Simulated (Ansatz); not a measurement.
Ansatz input

```yaml
crystal:
  lattice:
    - [0.0, 2.4534603088, 2.4534603088]
    - [2.4534603088, 0.0, 2.4534603088]
    - [2.4534603088, 2.4534603088, 0.0]
  atoms:
    - { symbol: Ni, position: [0.125, 0.125, 0.125], spin: 0.8 }
    - { symbol: Ni, position: [0.875, 0.875, 0.875], spin: -0.8 }
hamiltonian:
  xc: pbe
  pseudopotentials:
    kind: paw
    azcp:
      Ni: "pseudopotentials/Ni.paw.azcp"
basis:
  ecutwfc: 420
  fft_grid_basis: typed
kpoints:
  mp_grid: { grid: [11, 11, 11], shift: [0, 0, 0] }
magnetization:
  spin_polarized: true
scf:
  occupations: { method: fermi_dirac, width: 0.05 }
relax:
  max_steps: 60
  f_tol: 0.01
  cell: {}
```

and its output:

```
Engine: ansatz 0.2.0, x86_64-unknown-linux-gnu
Pseudopotentials: kind: paw
Pseudopotential: Ni, paw, valence charge 18, recommended cutoff 420 eV (normal) 
Functional definition: PBE
  parameter kappa = 0.804
  parameter beta = 0.06672455060314922
  exchange = pbe_x(kappa = kappa, mu = beta*pi^2/3)
  correlation = pbe_c(beta = beta)
Crystal: 2 atoms, lattice volume = 29.537 Å³
Basis set: ecut = 420 eV, 561 PW (Γ), exchange–correlation on 48×48×48 points (8 copies of the dense FFT grid, shifted against one another)
Bands: 23, of which v1, the nominal top of the filled ones, is band 18 counted from 1 (17 counted from 0)
Symmetry: 24 space group operations
Space group: F-43m (ITA 216), of the structure as read, at distance tolerance 3.1e-5 Å
Magnetic group: BNS 227.130 (UNI 1632), of the structure as read, at distance tolerance 3.1e-5 Å
k-points: 56 of 1331 (time reversal used)
Non-local potential: Ni, projectors of the file, l = 0: 3, l = 1: 2, l = 2: 3, l = 3: 1
PAW form: soft (Blöchl's): semilocal exchange-correlation on the pseudo side does not see the compensation charge
PAW one-centre angular grid: Ni, 590 points (default); XC on 64 Gauss nodes
Initial density: superposition of atomic densities (chi_scale 0.1, normalization cell)
Starting moments: Σ|m| = 1.6 μB on 2 of 2 sites
Starting magnetic order: antiferromagnet; an inversion exchanges its spin sublattices: spin-degenerate at every k-point
Initial wavefunctions: pseudopotential atomic-orbital guess
Functional: x = pbe(κ = 0.804, μ = 0.2195149727645171), c = pbe(β = 0.06672455060314922)
iter 1 solved again at ethr=6.00e-4 eV; its pass at ethr=3.10e-3 eV (dr2=2.16e-1 eV) is discarded
SCF iter   1: F=—  HF=-11673.786376 eV  |F-HF|=—  |Δ(HF+E_count)|=         —  Δρ=3.64e-2 (↑3.64e-2 ↓3.64e-2)  dr2=2.20e-1  dr2_m=2.60e-1  M=-0.000 μB ∫|m|=1.046 μB  β_m=0.30  ethr=6.00e-4  ⟨swp⟩=1.0  Hψ=13527  notcnv=0
Mixer restart at iter 1: flushing history
spin=Collinear: Kerker preconditioning applied to the charge; magnetization (m = ρ↑ − ρ↓) channel mixes plain (no charge-response kernel on spin).
SCF iter   2: F=—  HF=-11674.801727 eV  |F-HF|=—  |Δ(HF+E_count)|=         —  Δρ=7.57e-2 (↑7.57e-2 ↓7.57e-2)  dr2=3.03e-1  dr2_m=1.47e0  M=-0.000 μB ∫|m|=0.237 μB  β_m=0.30  ethr=6.00e-4  ⟨swp⟩=3.0  Hψ=4164  notcnv=0
Mixer restart at iter 2: flushing history
...
SCF iter   5: F=—  HF=-11677.048389 eV  |F-HF|=—  |Δ(HF+E_count)|=  1.06e-10  Δρ=3.94e-7 (↑3.94e-7 ↓1.76e-7)  dr2=6.96e-11  dr2_m=4.98e-12  M=-1.623 μB ∫|m|=1.802 μB  β_m=0.51  ethr=1.00e-12  ⟨swp⟩=1.0  Hψ=2576  notcnv=0
SCF iter   6: F=—  HF=-11677.048389 eV  |F-HF|=—  |Δ(HF+E_count)|=  3.82e-11  Δρ=2.42e-7 (↑2.42e-7 ↓8.30e-8)  dr2=1.71e-11  dr2_m=3.07e-12  M=-1.623 μB ∫|m|=1.802 μB  β_m=0.63  ethr=1.00e-12  ⟨swp⟩=1.7  Hψ=3011  notcnv=0
SCF iter   7: F=-11677.048389 eV  HF=-11677.048389 eV  |F-HF|=1.46e-11  |Δ(HF+E_count)|=  1.27e-11  Δρ=2.05e-7 (↑2.05e-7 ↓9.11e-8)  dr2=1.92e-11  dr2_m=1.16e-12  M=-1.623 μB ∫|m|=1.802 μB  ethr=1.00e-12  ⟨swp⟩=4.0  Hψ=11744  notcnv=0
the starting moments were not kept: 1 of 2 ended reversed and 1 kept their direction, counting a site from 0.1 of the cell's largest site moment. The largest reversed, site 0 (counted from 0, in the order of the report's site_moments_mub), started with +0.8 μB and closes at -8.5e-1 μB in its sphere. The starting moments cancel, and the net magnetisation is 1.7e0 μB in size, over 0.1 of its absolute magnetisation of 1.8e0 μB.
SCF 8 converged in 7 iterations: F = -11677.048389 eV  dr2 = 1.92e-11
relax step   8: F+E_penalty+E_count = -11677.04838873 eV  Δ(F+E_penalty+E_count) = -1.157e-5 eV  max|allowed force component| = 1.203e-16 eV/Å  Δτ_max = 0.0000 Å  P = +0.003 GPa  Ω = 33.167 Å³  stress off target by 2.55e-3 GPa  SCF on the basis re-selected at this cell (its energy is not comparable with the rows above)  (7 SCF iters)
basis re-selected at this cell: Δ(F+E_penalty+E_count) = -1.157e-5 eV, ΔP = -0.001 GPa vs the last step (what re-selecting the basis moved, of the pressure what is left beyond the Pulay correction that the steps carried, after the strain that the cell walked since its last selection, with what the two solves' SCF thresholds leave and, on support functions, any second-order correction that the steps lacked; it is no measure of the basis error at this ecutwfc). This SCF's stress stands 2.55e-3 GPa from its target on what of the cell is left free (relax.cell.stress_tol is 5.00e-2 GPa) and its largest allowed force component is 1.20e-16 eV/Å (relax.f_tol is 1.00e-2 eV/Å): within both
SCF converged after 7 iterations
Magnetization: -1.6229 μB (17.1885 up, 18.8115 down)
Absolute magnetization: 1.8037 μB (∫|ρ↑−ρ↓|, with the PAW one-centre terms)
Spin contamination: 0.0213 ħ² per cell (⟨S²⟩ above its minimum at these occupations)
Per-site moments (μB) at R_I (Å): [(-0.8451472819949436, 0.9109938063599209), (-0.8451476628598387, 0.9109938063599209)]
Free energy (F): -11677.048389 eV
Harris-Foulkes:  -11677.048389 eV  (|F-HF|=1.46e-11)
Internal energy: -11677.019012 eV  (E = F + TS)
E sigma→0 (E₀):  -11677.033700 eV
Entropy (-TS):   -0.029377 eV (-14.688 meV/atom)
Fermi energy:    10.447377 eV
--- Per-component energies (eV) ---
  E_band       = -845.022086
  E_kinetic    = 562.620775
  E_local      = -8906.547526  (includes V_loc(G=0)·N_el)
  E_nonlocal   = 1277.703460
  E_hartree    = 3747.549333
  E_xc         = -165.966260
  E_vxc        = -213.692696  (∫ρ·V_xc dr)
  E_paw        = -3264.766174  (= ΣΔE_a)
  E_vpaw       = -1060.205515  (= ΣTr[D̂ρ^β])
  E_aug_tail   = 0.001244  (compensation charges beyond the density's cutoff)
  E_ewald      = -4927.613863
  E_smearing   = -0.029377  (= −TS)
  E_closure    = 0.000000  (closes the sum)
  Σ components = -11677.048389   (vs F -11677.048389, Δ=0.00e0)
--- Forces (eV/Å), atoms counted from 1 ---
  atom   1  Ni     0.00000000     0.00000000     0.00000000
  atom   2  Ni    -0.00000000    -0.00000000    -0.00000000
  max |Σ_I F_I| component: 1.85e-17 eV/Å
--- Stress (GPa, compression-positive) ---
        0.002552       0.000000       0.000000
        0.000000       0.002552       0.000000
        0.000000       0.000000       0.002552
  P = ⅓ Tr σ = 0.0026 GPa (0.026 kbar)
--- Relaxed structure (6 steps of the walk, 6 accepted, 2 SCFs on fresh bases) ---
  F+E_penalty+E_count = -11677.04838873 eV   max|allowed force component| = 1.203e-16 eV/Å   (the final SCF, on the basis selected at the relaxed cell)
  cell:  # Å, volume = 33.1675 Å³
    - [1.9107645123358452e-33, 2.5501213058520342, 2.5501213058520342]
    - [2.5501213058520342, 7.70993480727514e-33, 2.5501213058520342]
    - [2.5501213058520342, 2.5501213058520342, 4.1559128143304655e-33]
  atoms:
    - { symbol: Ni, position: [0.125, 0.125, 0.125] }
    - { symbol: Ni, position: [0.875, 0.875, 0.875] }
```
